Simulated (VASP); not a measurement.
# CdO (Monteponite) (Fm-3m) in VASP: settings compared, part 3 of 3

VASP 6.6.1. The steps go on from the part before.

### Step 5. Phonons, PBE

This run uses another cell than the first one, of 13.66 Å³/atom, 1.085 times its volume.

File POSCAR:

```
CdO
1.0
    0.0000000000      2.3903465407      2.3903465407
    2.3903465407      0.0000000000      2.3903465407
    2.3903465407      2.3903465407      0.0000000000
  Cd              O
     1     1
Direct
     0.0000000000000000    0.0000000000000000    0.0000000000000000
     0.5000000000000000    0.5000000000000000    0.5000000000000000
```

File INCAR.step1:

```
  PREC = Accurate
  ENCUT = 600
  EDIFF = 1E-8
  ISMEAR = 0
  SIGMA = 0.03
  LREAL = False
  LASPH = True
  NELM = 80
  ALGO = Normal
  ISIF = 3
  LWAVE = False
  LCHARG = False
  GGA = PE
  IBRION = 2
  NSW = 40
  EDIFFG = -0.002
```

File INCAR.step2:

```
  PREC = Accurate
  ENCUT = 600
  EDIFF = 1E-8
  ISMEAR = 0
  SIGMA = 0.03
  LREAL = False
  LASPH = True
  NELM = 80
  ALGO = Normal
  ISIF = 2
  LWAVE = False
  LCHARG = False
  GGA = PE
  IBRION = 6
  NFREE = 2
  POTIM = 0.015
  NSW = 1
```

File KPOINTS:

```
Automatic mesh
0
Gamma
  12 12 12
```

Potentials or basis: VASP PAW PBE potentials, release 64 (Cd, O).

Run with:

```sh
> cat potpaw_PBE.64/Cd/POTCAR potpaw_PBE.64/O/POTCAR > POTCAR
> cp INCAR.step1 INCAR
> mpirun -np 1 vasp_std > vasp.out
> cp CONTCAR POSCAR
> cp INCAR.step2 INCAR
> mpirun -np 1 vasp_std > vasp.out
```

OUTCAR:

```text
PREC = Accurate
   ENCUT = 600
   EDIFF = 1E-8
   ISMEAR = 0
   LREAL = False
   LASPH = True
   NELM = 80
   ISIF = 2
   GGA = PE
   IBRION = 6
   NFREE = 2
   POTIM = 0.015
   NSW = 1

 ion  position               nearest neighbor table
   1  0.000  0.000  0.000-   2 2.39   2 2.39   2 2.39   2 2.39   2 2.39   2 2.39
   2  0.500  0.500  0.500-   1 2.39   1 2.39   1 2.39   1 2.39   1 2.39   1 2.39

  LATTYP: Found a face centered cubic cell.
 ALAT       =     4.7799812999

  Lattice vectors:

 A1 = (   0.0000000000,   2.3899906500,   2.3899906500)
 A2 = (   2.3899906500,   0.0000000000,   2.3899906500)
 A3 = (   2.3899906500,   2.3899906500,   0.0000000000)

Analysis of symmetry for initial positions (statically):
=====================================================================
 Subroutine PRICEL returns:
 Original cell was already a primitive cell.

 Routine SETGRP: Setting up the symmetry group for a
 face centered cubic supercell.

 Subroutine GETGRP returns: Found 48 space group operations
 (whereof 48 operations were pure point group operations)
 out of a pool of 48 trial point group operations.

The static configuration has the point symmetry O_h .

Analysis of symmetry for dynamics (positions and initial velocities):
=====================================================================
 Subroutine PRICEL returns:
 Original cell was already a primitive cell.

 Routine SETGRP: Setting up the symmetry group for a
 face centered cubic supercell.

 Subroutine GETGRP returns: Found 48 space group operations
 (whereof 48 operations were pure point group operations)
 out of a pool of 48 trial point group operations.

[... 317 lines left out ...]
      4      -5.0547      2.00000
      5      -4.7816      2.00000
      6      -4.7807      2.00000
      7       0.4251      2.00000
      8       0.4251      2.00000
      9       0.4255      2.00000
     10       1.0456      2.00000
     11      16.4758      0.00000
     12      18.2433      0.00000
     13      18.2433      0.00000
[... 354 lines left out ...]
  band No.  band energies     occupation
      1     -14.7512      2.00000
      2      -5.6331      2.00000
      3      -5.4230      2.00000
      4      -5.3348      2.00000
      5      -4.5887      2.00000
      6      -4.5660      2.00000
      7      -1.9873      2.00000
      8       0.4603      2.00000
      9       1.3403      2.00000
     10       7.1522      0.00000
     11       8.2233      0.00000
     12      11.6758      0.00000
     13      13.5950      0.00000

 [... further k-points ...]

------------------------ aborting loop because EDIFF is reached ----------------------------------------

  FORCE on cell =-STRESS in cart. coord.  units (eV):
  Direction    XX          YY          ZZ          XY          YZ          ZX
  --------------------------------------------------------------------------------------
  -------------------------------------------------------------------------------------
  Total        0.0073300      0.0003479      0.0003479      0.0000000     -0.0000000      0.0000000
  in kB        0.4301245      0.0204145      0.0204145      0.0000000     -0.0000000      0.0000000
  external PRESSURE =       0.1569845 kB  Pullay stress =       0.0000000 kB
[... 17 lines left out ...]
  FREE ENERGIE OF THE ION-ELECTRON SYSTEM (eV)
  ---------------------------------------------------
  free  energy   TOTEN  =        -7.7301961425 eV

  energy  without entropy=       -7.7301489916  energy(sigma->0) =       -7.73017257

 INTERNAL STRAIN TENSORS FROM DISPLACED ATOMS
 ============================================

 INTERNAL STRAIN TENSOR FOR ION    1 for displacements in x,y,z  (eV/Angst):
          X           Y           Z          XY          YZ          ZX
  --------------------------------------------------------------------------------
  x     0.00000     0.00000     0.00000     0.00000     0.00000     0.00000
  y     0.00000     0.00000     0.00000     0.00000     0.00000     0.00000
  z     0.00000     0.00000     0.00000     0.00000     0.00000     0.00000

 INTERNAL STRAIN TENSOR FOR ION    2 for displacements in x,y,z  (eV/Angst):
          X           Y           Z          XY          YZ          ZX
  --------------------------------------------------------------------------------
  x     0.00000     0.00000     0.00000     0.00000     0.00000     0.00000
  y     0.00000     0.00000     0.00000     0.00000     0.00000     0.00000
  z     0.00000     0.00000     0.00000     0.00000     0.00000     0.00000

 Eigenvectors and eigenvalues of the dynamical matrix
 ----------------------------------------------------

   1 f  =    7.036491 THz    44.211575 2PiTHz  234.712067 cm-1    29.100574 meV
             X         Y         Z           dx          dy          dz
      0.000000  0.000000  0.000000    -0.011601    0.347305   -0.062497
      2.389991  2.389991  2.389991     0.030740   -0.920309    0.165607
[... 21 lines left out ...]
   6 f/i=    0.000649 THz     0.004077 2PiTHz    0.021642 cm-1     0.002683 meV
             X         Y         Z           dx          dy          dz
      0.000000  0.000000  0.000000     0.021916    0.366346    0.860610
      2.389991  2.389991  2.389991     0.008271    0.138251    0.324775

 ELASTIC MODULI CONTR FROM IONIC RELAXATION (kBar)
 Direction    XX          YY          ZZ          XY          YZ          ZX
 --------------------------------------------------------------------------------
 XX           0.0000      0.0000      0.0000      0.0000      0.0000      0.0000
 YY           0.0000      0.0000      0.0000      0.0000      0.0000      0.0000
 ZZ           0.0000      0.0000      0.0000      0.0000      0.0000      0.0000
 XY           0.0000      0.0000      0.0000      0.0000      0.0000      0.0000
 YZ           0.0000      0.0000      0.0000      0.0000      0.0000      0.0000
 ZX           0.0000      0.0000      0.0000      0.0000      0.0000      0.0000
 --------------------------------------------------------------------------------
```

OUTCAR.step1:

```text
PREC = Accurate
   ENCUT = 600
   EDIFF = 1E-8
   ISMEAR = 0
   LREAL = False
   LASPH = True
   NELM = 80
[... 676 lines left out ...]
  -------------------------------------------------------------------------------------
  Total        0.0005018      0.0005018      0.0005018      0.0000000      0.0000000     -0.0000000
  in kB        0.0294443      0.0294443      0.0294443      0.0000000      0.0000000     -0.0000000
  external PRESSURE =       0.0294443 kB  Pullay stress =       0.0000000 kB
[... 17 lines left out ...]
  FREE ENERGIE OF THE ION-ELECTRON SYSTEM (eV)
  ---------------------------------------------------
  free  energy   TOTEN  =        -7.7305292140 eV

  energy  without entropy=       -7.7304820808  energy(sigma->0) =       -7.73050565

 reached required accuracy - stopping structural energy minimisation
```

OSZICAR.step1:

```text
N       E                     dE             d eps       ncg     rms          rms(c)
DAV:   1     0.129457893713E+03    0.12946E+03   -0.11499E+04  1936   0.158E+03
DAV:   2    -0.460852075298E+01   -0.13407E+03   -0.12463E+03  2067   0.352E+02
DAV:   3    -0.954880093846E+01   -0.49403E+01   -0.49240E+01  2032   0.744E+01
[... 26 lines left out ...]
DAV:   3    -0.773052981896E+01    0.79324E-06   -0.18771E-06  2117   0.255E-02    0.684E-03
DAV:   4    -0.773052954029E+01    0.27867E-06   -0.19266E-07  1912   0.461E-03    0.417E-03
DAV:   5    -0.773052924210E+01    0.29819E-06   -0.20028E-08  1920   0.177E-03    0.357E-04
DAV:   6    -0.773052921129E+01    0.30813E-07   -0.22734E-09   936   0.632E-04    0.163E-04
DAV:   7    -0.773052921401E+01   -0.27171E-08   -0.28219E-10   936   0.213E-04
   3 F= -.77305292E+01 E0= -.77305056E+01  d E =-.210390E-05
```

Wall time 100 s (1 thread of Intel Xeon 6975P-C (Granite Rapids), shared host); peak memory 0.27 GiB.

What came out:

| Property | Result |
| --- | --- |
| Highest phonon frequency at Γ, LO-TO splitting left out | 235 cm⁻¹ |

Phonon frequencies in cm⁻¹ (negative: imaginary):
| q point | frequencies |
| --- | --- |
| (0.000, 0.000, 0.000) | 0 0 0 235 235 235 |
